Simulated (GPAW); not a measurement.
Crystal: Cu.

```
Cu
1.0
     2.55619    0.00000    0.00000
     1.27810    2.21373    0.00000
     1.27810    0.73791    2.08712
Cu
1
Direct
  0.00000 0.00000 0.00000
```

Base run:

```yaml
Program: GPAW 26.7.0
Functional: r4SCAN
Potentials_or_basis: GPAW PAW data sets (gpaw-data 1.2.1)
Cutoff: 600 eV
Basis: pw
k_mesh: 13 × 13 × 13
Occupations: fermi-dirac, width 0.05 eV
Spin: no spin polarisation
```

Its results: pressure -4.4 GPa.

The run is repeated on the same cell with these changes: functional from r4SCAN to OLYP; potentials or basis from GPAW PAW data sets (gpaw-data 1.2.1) to PAW data sets generated in the run's folder for this functional. What comes out?

Pressure 5.5 GPa.

Caveats: the PAW data sets were made with another functional, which shifts forces and pressure a little (some runs).

Not every run made on this cell is shown here.
